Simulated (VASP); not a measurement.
# Sn (I4_1/amd) in VASP: a series of runs

One crystal, Sn, is run at these levels: PBE; tasks: relaxation of cell and atoms, relaxation of shape and atoms at fixed volume.

Everything below comes from runs of VASP 6.6.1. Logs are shortened: lines on timing, memory, paths and dates and some standing lists are left out, and cuts for length are marked.

### Step 1. Starting point

Symmetry: I4_1/amd, No. 141, tetragonal system. The conventional cell has a = 5.839 Å, b = 5.839 Å, c = 3.188 Å, α = 90.00°, β = 90.00°, γ = 90.00°. Sn (site symmetry -4m2) has 6 Sn at 3.03 to 3.19 Å as nearest neighbours.

### Step 2. Relaxation of cell and atoms, PBE

File INCAR:

```
PREC = Accurate
ENCUT = 300
EDIFF = 1E-6
ISMEAR = 0
SIGMA = 0.03
LREAL = False
LASPH = True
NELM = 80
ALGO = Normal
ISIF = 3
LWAVE = False
LCHARG = False
GGA = PE
IBRION = 2
NSW = 90
EDIFFG = -0.01
```

File KPOINTS:

```
Automatic mesh
0
Gamma
  6 6 6
```

File POSCAR:

```
Sn
1.0
   -2.9196440750      2.9196440750      1.5938000000
    2.9196440750     -2.9196440750      1.5938000000
    2.9196440750      2.9196440750     -1.5938000000
Sn
2
Direct
    0.0000000000      0.0000000000      0.0000000000
    0.7500000000      0.2500000000      0.5000000000
```

Potentials or basis: VASP PAW PBE potentials, release 64 (Sn).

Command:

```sh
$ cat potpaw_PBE.64/Sn/POTCAR > POTCAR
$ mpirun -np 1 vasp_std > vasp.out
```

OUTCAR:

```text
PREC = Accurate
   ENCUT = 300
   EDIFF = 1E-6
   ISMEAR = 0
   LREAL = False
   LASPH = True
   NELM = 80
   ISIF = 3
   GGA = PE
   IBRION = 2
   NSW = 90
   EDIFFG = -0.01

 ion  position               nearest neighbor table
   1  0.000  0.000  0.000-   2 3.03   2 3.03   2 3.03   2 3.03
   2  0.750  0.250  0.500-   1 3.03   1 3.03   1 3.03   1 3.03

  LATTYP: Found a body centered tetragonal cell.
 ALAT       =     5.8392881500
 C/A-ratio  =     0.5458884573

  Lattice vectors:

 A1 = (  -2.9196440750,   2.9196440750,   1.5938000000)
 A2 = (   2.9196440750,  -2.9196440750,   1.5938000000)
 A3 = (   2.9196440750,   2.9196440750,  -1.5938000000)

Analysis of symmetry for initial positions (statically):
=====================================================================
 Subroutine PRICEL returns:
 Original cell was already a primitive cell.

 Routine SETGRP: Setting up the symmetry group for a
 body centered tetragonal supercell.

 Subroutine GETGRP returns: Found 16 space group operations
 (whereof  8 operations were pure point group operations)
 out of a pool of 16 trial point group operations.

The static configuration has the point symmetry D_2d.
 The point group associated with its full space group is D_4h.

Analysis of symmetry for dynamics (positions and initial velocities):
=====================================================================
 Subroutine PRICEL returns:
 Original cell was already a primitive cell.

 Routine SETGRP: Setting up the symmetry group for a
 body centered tetragonal supercell.

 Subroutine GETGRP returns: Found 16 space group operations
 (whereof  8 operations were pure point group operations)
 out of a pool of 16 trial point group operations.

The dynamic configuration has the point symmetry D_2d.
 The point group associated with its full space group is D_4h.

 Subroutine INISYM returns: Found 16 space group operations
 (whereof  8 operations are pure point group operations),
 and found     1 'primitive' translations

----------------------------------------------------------------------------------------

                                     Primitive cell

  volume of cell :      54.3443

  direct lattice vectors                    reciprocal lattice vectors
    -2.919644075  2.919644075  1.593800000     0.000000000  0.171253751  0.313715648
     2.919644075 -2.919644075  1.593800000     0.171253751  0.000000000  0.313715648
     2.919644075  2.919644075 -1.593800000     0.171253751  0.171253751  0.000000000

  length of vectors
     4.425928320  4.425928320  4.425928320     0.357414822  0.357414822  0.242189378

  position of ions in fractional coordinates (direct lattice)
     0.000000000  0.000000000  0.000000000
     0.750000000  0.250000000  0.500000000

[... 68 lines left out ...]
   ISTART =      0    job   : 0-new  1-cont  2-samecut
   ICHARG =      2    charge: 1-file 2-atom 10-const
   ISPIN  =      1    spin polarized calculation?
   LNONCOLLINEAR =      F non collinear calculations
   LSORBIT =      F    spin-orbit coupling
   LASPH  =      T    aspherical Exc in radial PAW
   ENCUT  =  300.0 eV  22.05 Ry    4.70 a.u.   6.25  6.25  6.25*2*pi/ulx,y,z
   NELM   =     80;   NELMIN=  2; NELMDL= -5     # of ELM steps
   EDIFF  = 0.1E-05   stopping-criterion for ELM
   LREAL  =      F    real-space projection
   EDIFFG = -.1E-01   stopping-criterion for IOM
   NSW    =     90    number of steps for IOM
   IBRION =      2    ionic relax: 0-MD 1-quasi-New 2-CG
   NFREE  =      1    steps in history (QN), initial steepest desc. (CG)
   ISIF   =      3    stress and relaxation
   ISYM   =      2    0-nonsym 1-usesym 2-fastsym
   POTIM  = 0.5000    time-step for ionic-motion
   TEBEG  =    0.0;   TEEND  =   0.0 temperature during run
   PSTRESS=    0.0 pullay stress
   NELECT =       8.0000    total number of electrons
   NUPDOWN=      -1.0000    fix difference up-down
   EMIN   =  10.00;   EMAX   =-10.00  energy-range for DOS
   EFERMI =   0.00;   METHOD = LEGACY
   ISMEAR =     0;   SIGMA  =   0.03  broadening in eV -4-tet -1-fermi 0-gaus
   EFERMI_NEDOS =   21; number of points for ismear=-14 and -15
   IALGO  =     38    algorithm
   IMIX   =      4    mixing-type and parameters
     AMIX     =   0.40;   BMIX     =  1.00
     AMIX_MAG =   1.60;   BMIX_MAG =  1.00
  volume/ion in A,a.u.               =      27.17       183.37
  Fermi-wavevector in a.u.,A,eV,Ry     =   0.864411  1.633500 10.166360  0.747206
  Thomas-Fermi vector in A             =   1.982504
   LORBIT       =      0    0 simple, 1 ext, 2 COOP (PROOUT), +10 PAW based schemes
   GGA     = PE    functional components
   LHFCALC =     F    Hartree Fock is set to
   AEXX    =    0.0000 exact exchange contribution
   IVDW    =     0    specifies the selected vdW correction
   LEPSILON=     F    determine dielectric tensor
   LRPA    =     F    only Hartree local field effects (RPA)
 conjugate gradient relaxation of ions
 non-spin polarized calculation
 Gauss-broadening in eV      SIGMA  =   0.03
  energy-cutoff  :      300.00
  volume of cell :       54.34
 maximum number of plane-waves:       660
 NGX is ok and might be reduce to    28
   NGX = 13   NGY = 13   NGZ = 13

--------------------------------------- Ionic step        1  -------------------------------------------

 number of electron       7.9999999 magnetization

 Free energy of the ion-electron system (eV)
  ---------------------------------------------------
  ext. energy  EPLUGINS =         0.00000000
  ---------------------------------------------------
  free energy    TOTEN  =        -7.55980192 eV

  energy without entropy =       -7.55919097  energy(sigma->0) =       -7.55949644

 E-fermi :   5.4233     XC(G=0): -10.1441

 val. band max:        5.3981352319   @ k =  -0.1667  -0.1667   0.1667
 cond. band min:       5.4356595925   @ k =  -0.1667   0.3333   0.1667
 fundamental gap:      0.0375243605
 Fermi energy:         5.4233091792

 k-point     1 :       0.0000    0.0000    0.0000
  band No.  band energies     occupation
      1      -5.8633      2.00000
      2       1.6488      2.00000
      3       3.2958      2.00000
      4       3.2958      2.00000
      5       8.2388      0.00000
      6      11.5167      0.00000
      7      11.5167      0.00000
      8      12.0764      0.00000
[... 432 lines left out ...]
--------------------------------------- Ionic step        6  -------------------------------------------

 number of electron       8.0000001 magnetization

 Free energy of the ion-electron system (eV)
  ---------------------------------------------------
  ext. energy  EPLUGINS =         0.00000000
  ---------------------------------------------------
  free energy    TOTEN  =        -7.57828535 eV

  energy without entropy =       -7.57732869  energy(sigma->0) =       -7.57780702

 E-fermi :   4.9944     XC(G=0):  -9.9619

 val. band max:        4.8806976062   @ k =  -0.3333   0.3333   0.1667
 cond. band min:       4.9960020241   @ k =  -0.3333   0.3333   0.0000
 fundamental gap:      0.1153044179
 Fermi energy:         4.9944306975

 k-point     1 :       0.0000    0.0000    0.0000
  band No.  band energies     occupation
      1      -5.9576      2.00000
      2       0.9609      2.00000
      3       2.9508      2.00000
      4       2.9508      2.00000
      5       7.8532      0.00000
      6      10.7746      0.00000
      7      10.7746      0.00000
      8      11.6824      0.00000
[... 282 lines left out ...]
  FREE ENERGIE OF THE ION-ELECTRON SYSTEM (eV)
  ---------------------------------------------------
  free  energy   TOTEN  =        -7.5782853528 eV

  energy  without entropy=       -7.5773286934  energy(sigma->0) =       -7.57780702

 reached required accuracy - stopping structural energy minimisation
```

OSZICAR:

```text
N       E                     dE             d eps       ncg     rms          rms(c)
DAV:   1     0.746191611327E+01    0.74619E+01   -0.21600E+03   480   0.470E+02
DAV:   2    -0.744114053743E+01   -0.14903E+02   -0.14604E+02   784   0.615E+01
DAV:   3    -0.760220527163E+01   -0.16106E+00   -0.16106E+00   560   0.899E+00
DAV:   4    -0.760259402407E+01   -0.38875E-03   -0.38875E-03   736   0.493E-01
[... 35 lines left out ...]
       N       E                     dE             d eps       ncg     rms          rms(c)
DAV:   1    -0.757829651436E+01   -0.25547E-04   -0.89303E-04   576   0.152E-01    0.161E-02
DAV:   2    -0.757828902021E+01    0.74942E-05   -0.17933E-05   552   0.269E-02    0.884E-03
DAV:   3    -0.757828531983E+01    0.37004E-05   -0.10327E-05   544   0.162E-02    0.903E-04
DAV:   4    -0.757828535280E+01   -0.32967E-07   -0.24659E-07   240   0.335E-03
   6 F= -.75782854E+01 E0= -.75778070E+01  d E =-.143994E-03
```

CONTCAR:

```text
Sn
   1.00000000000000
    -2.9773298102523706    2.9773298102523706    1.5958622437162941
     2.9773298102523706   -2.9773298102523706    1.5958622437162941
     2.9773298102523706    2.9773298102523706   -1.5958622437162941
  Sn
     2
Direct
     0.0000000000000000    0.0000000000000000    0.0000000000000000
     0.7500000000000000    0.2500000000000000    0.5000000000000000

  0.00000000E+00  0.00000000E+00  0.00000000E+00
  0.00000000E+00  0.00000000E+00  0.00000000E+00
```

It took 31 s on 1 thread of Intel Xeon Platinum 8259CL at 2.50GHz (Skylake/Cascade Lake), shared host; peak memory 0.16 GiB.

What came out:

```yaml
Free_energy: -7.5783 eV
Relaxed_volume: 28.29 Å³/atom
Relaxed_cell: a = 4.503 Å, b = 4.503 Å, c = 4.503 Å, α = 97.22°, β = 97.22°, γ = 138.49°
Space_group_after_relaxing_to_0.05_Å: I4_1/amd (No. 141)
Energy_gained_by_relaxing: 9.2 meV/atom
Ionic_steps: 6
Pressure_after_relaxing: 0.0 GPa
Band_gap_on_the_k_mesh: none (metal or under the smearing width)
```

The path:
```csv
step,energy change (eV),largest force (eV/Å),pressure (GPa),volume (Å³)
1,0.0000,0.0000,2.21,54.34
2,-0.0171,0.0000,-0.59,57.34
3,-0.0183,0.0000,-0.05,56.66
4,-0.0183,0.0000,-0.09,56.70
5,-0.0185,0.0000,-0.02,56.62
6,-0.0185,0.0000,0.01,56.59
```

Final structure:
```
CELL_PARAMETERS angstrom
-2.97733 2.97733 1.59586
2.97733 -2.97733 1.59586
2.97733 2.97733 -1.59586
ATOMIC_POSITIONS crystal
Sn 0.00000 0.00000 0.00000
Sn 0.75000 0.25000 0.50000
```

Caveat: the k mesh is coarse (spacing up to 0.37 Å⁻¹), so the values aren't converged. PBE usually gives volumes a little too large and moduli too small.

### Step 3. Relaxation of cell and atoms, PBE

This run uses another cell than the first one, of 28.29 Å³/atom, 1.041 times its volume.

Edit INCAR of step 2 so:

```diff
@@ -2,3 +2,3 @@
 ENCUT = 300
-EDIFF = 1E-6
+EDIFF = 1E-7
 ISMEAR = 0
@@ -15,2 +15,2 @@
 NSW = 90
-EDIFFG = -0.01
+EDIFFG = -0.005
```

KPOINTS is that of step 2.

File POSCAR:

```
Sn                                      
1.0
   -2.9773298103      2.9773298103      1.5958622437
    2.9773298103     -2.9773298103      1.5958622437
    2.9773298103      2.9773298103     -1.5958622437
  Sn            
     2
Direct
     0.0000000000000000    0.0000000000000000    0.0000000000000000
     0.7500000000000000    0.2500000000000000    0.5000000000000000
```

Potentials or basis: VASP PAW PBE potentials, release 64 (Sn).

Command:

```sh
$ cat potpaw_PBE.64/Sn/POTCAR > POTCAR
$ mpirun -np 1 vasp_std > vasp.out
```

It took 9.4 s on 1 thread of Intel Xeon Platinum 8259CL at 2.50GHz (Skylake/Cascade Lake), shared host; peak memory 0.15 GiB.

Results (log left out):

| Property | Result |
| --- | --- |
| Free energy | -7.5783 eV |
| Pressure after relaxing | 0.0 GPa |
| Band gap on the k mesh | none (metal or under the smearing width) |

Final structure:
```
Sn
1.0
    -2.97733    2.97733    1.59586
     2.97733   -2.97733    1.59586
     2.97733    2.97733   -1.59586
Sn
2
Direct
  0.00000 0.00000 0.00000
  0.75000 0.25000 0.50000
```

Levels at points of the mesh, in eV from the Fermi level:
```csv
k point,band 1,band 2,band 3,band 4,band 5,band 6,band 7,band 8
"(0.00, 0.00, 0.00)",-10.95,-4.03,-2.04,-2.04,2.86,5.78,5.78,6.69
"(0.50, 0.00, 0.00)",-6.86,-5.34,-2.48,-1.79,-1.11,2.19,2.62,4.34
"(0.50, 0.50, 0.00)",-8.83,-8.83,0.41,0.41,1.26,1.26,5.98,5.98
"(0.50, 0.50, 0.50)",-7.66,-7.66,-4.71,-4.71,5.07,5.07,8.68,8.68
```

Caveat: the k mesh is coarse (spacing up to 0.37 Å⁻¹), so the values aren't converged; the relaxation stopped at its first step, so nothing moved.

### Step 4. Relaxation of shape and atoms at fixed volume, PBE (a relaxed cell with its volume scaled by 0.94)

Edit INCAR of step 3 so:

```diff
@@ -9,3 +9,3 @@
 ALGO = Normal
-ISIF = 3
+ISIF = 4
 LWAVE = False
@@ -14,3 +14,3 @@
 IBRION = 2
-NSW = 90
-EDIFFG = -0.005
+NSW = 40
+EDIFFG = -0.01
```

KPOINTS is that of step 3.

File POSCAR:

```
Sn                                      
1.0
   -2.9165509232      2.9165509232      1.5632844854
    2.9165509232     -2.9165509232      1.5632844854
    2.9165509232      2.9165509232     -1.5632844854
  Sn            
     2
Direct
     0.0000000000000000    0.0000000000000000    0.0000000000000000
     0.7500000000000000    0.2500000000000000    0.5000000000000000
```

Potentials or basis: VASP PAW PBE potentials, release 64 (Sn).

Command:

```sh
$ cat potpaw_PBE.64/Sn/POTCAR > POTCAR
$ mpirun -np 1 vasp_std > vasp.out
```

OUTCAR:

```text
PREC = Accurate
   ENCUT = 300
   EDIFF = 1E-7
   ISMEAR = 0
   LREAL = False
   LASPH = True
   NELM = 80
   ISIF = 4
   GGA = PE
   IBRION = 2
   NSW = 40
   EDIFFG = -0.01

 ion  position               nearest neighbor table
   1  0.000  0.000  0.000-   2 3.02   2 3.02   2 3.02   2 3.02   2 3.74   2 3.74   2 3.74   2 3.74

   2  0.750  0.250  0.500-   1 3.02   1 3.02   1 3.02   1 3.02   1 3.74   1 3.74   1 3.74   1 3.74

  LATTYP: Found a body centered tetragonal cell.
 ALAT       =     5.8331018464
[... 500 lines left out ...]
      5       4.7593      2.00000
      6       5.7474      0.00000
      7       8.5218      0.00000
      8       9.5849      0.00000

 [... further k-points ...]
[... 5 lines left out ...]
  --------------------------------------------------------------------------------------
  -------------------------------------------------------------------------------------
  Total        1.1618271      1.1618271      1.1417864      0.0000000      0.0000000      0.0000000
  in kB       34.9957214     34.9957214     34.3920702      0.0000000      0.0000000      0.0000000
  external PRESSURE =      34.7945043 kB  Pullay stress =       0.0000000 kB

 VOLUME and BASIS-vectors are now :
 -----------------------------------------------------------------------------
  energy-cutoff  :      300.00
  volume of cell :       53.19
      direct lattice vectors                 reciprocal lattice vectors
    -2.914580189  2.914580189  1.565399273     0.000000000  0.171551293  0.319407329
     2.914580189 -2.914580189  1.565399273     0.171551293  0.000000000  0.319407329
     2.914580189  2.914580189 -1.565399273     0.171551293  0.171551293  0.000000000

 POSITION                                       TOTAL-FORCE (eV/Angst)
 -----------------------------------------------------------------------------------
      5.82916      0.00000      0.00000        -0.000000      0.000000     -0.000000
      0.00000      2.91458      0.78270         0.000000     -0.000000      0.000000
 -----------------------------------------------------------------------------------
    total drift:                               -0.000000     -0.000000     -0.000000

  FREE ENERGIE OF THE ION-ELECTRON SYSTEM (eV)
  ---------------------------------------------------
  free  energy   TOTEN  =        -7.5439235302 eV

  energy  without entropy=       -7.5431920351  energy(sigma->0) =       -7.54355778

 reached required accuracy - stopping structural energy minimisation
```

OSZICAR:

```text
N       E                     dE             d eps       ncg     rms          rms(c)
DAV:   1     0.648729653073E+01    0.64873E+01   -0.22360E+03   488   0.478E+02
DAV:   2    -0.738567548773E+01   -0.13873E+02   -0.13473E+02   840   0.605E+01
DAV:   3    -0.758996299857E+01   -0.20429E+00   -0.16810E+00   544   0.809E+00
DAV:   4    -0.759054511095E+01   -0.58211E-03   -0.58205E-03   736   0.479E-01
DAV:   5    -0.759054610714E+01   -0.99618E-06   -0.99620E-06   544   0.988E-03    0.263E+00
DAV:   6    -0.756233775267E+01    0.28208E-01   -0.52968E-03   544   0.596E-01    0.157E+00
DAV:   7    -0.754371975638E+01    0.18618E-01   -0.14984E-02   520   0.992E-01    0.969E-02
DAV:   8    -0.754387566092E+01   -0.15590E-03   -0.35983E-04   672   0.133E-01    0.276E-02
DAV:   9    -0.754387934571E+01   -0.36848E-05   -0.93836E-06   608   0.232E-02    0.558E-03
DAV:  10    -0.754387901563E+01    0.33008E-06   -0.18703E-06   584   0.921E-03    0.793E-04
DAV:  11    -0.754387900125E+01    0.14379E-07   -0.52059E-08   360   0.171E-03
   1 F= -.75438790E+01 E0= -.75435006E+01  d E =-.754388E+01
       N       E                     dE             d eps       ncg     rms          rms(c)
DAV:   1    -0.754395303394E+01   -0.74018E-04   -0.27335E-03   616   0.259E-01    0.269E-02
DAV:   2    -0.754393337121E+01    0.19663E-04   -0.55861E-05   584   0.489E-02    0.143E-02
DAV:   3    -0.754392345964E+01    0.99116E-05   -0.25056E-05   544   0.241E-02    0.124E-03
DAV:   4    -0.754392353024E+01   -0.70603E-07   -0.73669E-07   640   0.575E-03
   2 F= -.75439235E+01 E0= -.75435578E+01  d E =-.445290E-04
```

CONTCAR:

```text
Sn
   1.00000000000000
    -2.9145801894935093    2.9145801894935093    1.5653992729827737
     2.9145801894935093   -2.9145801894935093    1.5653992729827737
     2.9145801894935093    2.9145801894935093   -1.5653992729827737
  Sn
     2
Direct
     0.0000000000000000    1.0000000000000000    1.0000000000000000
     0.7500000000000000    0.2500000000000000    0.5000000000000000

  0.00000000E+00  0.00000000E+00  0.00000000E+00
  0.00000000E+00  0.00000000E+00  0.00000000E+00
```

Run time: 14 s. Hardware: 1 thread of Intel Xeon Platinum 8259CL at 2.50GHz (Skylake/Cascade Lake), shared host; peak memory 0.15 GiB.

Results:

```yaml
Free_energy: -7.5439 eV
Energy_gained_by_relaxing: 0.0 meV/atom
Ionic_steps: 2
Pressure_after_relaxing: 3.5 GPa
Band_gap_on_the_k_mesh: none (metal or under the smearing width)
```

Final structure:
```
CELL_PARAMETERS angstrom
-2.91458 2.91458 1.56540
2.91458 -2.91458 1.56540
2.91458 2.91458 -1.56540
ATOMIC_POSITIONS crystal
Sn 0.00000 0.00000 0.00000
Sn 0.75000 0.25000 0.50000
```

Levels at points of the mesh, in eV from the Fermi level:
```tsv
k point	band 2	band 3	band 4	band 5	band 6	band 7
(0.00, 0.00, 0.00)	-3.86	-2.23	-2.23	2.74	6.08	6.08
(0.50, 0.00, 0.00)	-5.56	-2.46	-1.95	-1.26	2.10	2.76
(0.50, 0.50, 0.00)	-9.17	0.38	0.38	1.37	1.37	6.21
(0.50, 0.50, 0.50)	-7.84	-5.08	-5.08	5.24	5.24	9.28
```

Caveat: the k mesh is coarse (spacing up to 0.38 Å⁻¹), so the values aren't converged.
